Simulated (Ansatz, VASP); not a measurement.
Two plane-wave programs on La2O3

```
La O
1.0
     6.26678    0.00000    0.00000
    -3.13339    5.42719    0.00000
     0.00000    0.00000    3.29977
La O
2 3
Direct
  0.66897 0.32898 0.49376
  0.33951 0.66834 0.49097
  0.50190 0.00351 0.00723
  0.99508 0.51806 0.99382
  0.49547 0.48828 0.01203
```

Change from the starting cell: atoms moved at random, drawn with an rms of 0.05 Å.

Alike in both runs: task single point; functional PBE; k mesh 5 × 5 × 8; occupations fermi-dirac, width 0.05 eV; no spin polarisation.

```csv
,VASP,Ansatz
version,VASP 6.6.1,Ansatz 0.2.0
potentials or method,"VASP PAW PBE potentials, release 64 (La, O)",Ansatz PAW
plane-wave cutoff (eV),520,420
valence electrons in the cell,40,40
```

|  | VASP | Ansatz | Ansatz less VASP |
| --- | --- | --- | --- |
| gap on the k mesh at the Fermi level (eV) | 1.58 | 1.56 | -0.015 |
| least direct gap on the mesh (eV) | 2.09 | 2.09 | -0.002 |
| pressure (GPa) | 2.0 | 2.2 | +0.22 |
| largest component of the traceless stress (GPa) | 1.47 | 1.45 | -0.024 |
| rms of the force components (eV/Å) | 0.334 | 0.334 | -0.0003 |

Atom by atom the forces differ by 0.001 eV/Å (rms over components).

Caveats: spin-orbit coupling is left out, which moves the levels of the heavy elements; an odd mesh through Γ misses points on the zone boundary, where band edges often lie (VASP); odd divisions of the mesh miss points on the zone boundary, where band edges often lie, so the gap on the mesh can be too wide (Ansatz); the pressure holds a Pulay correction of +0.3 GPa for the finite cutoff (Ansatz).
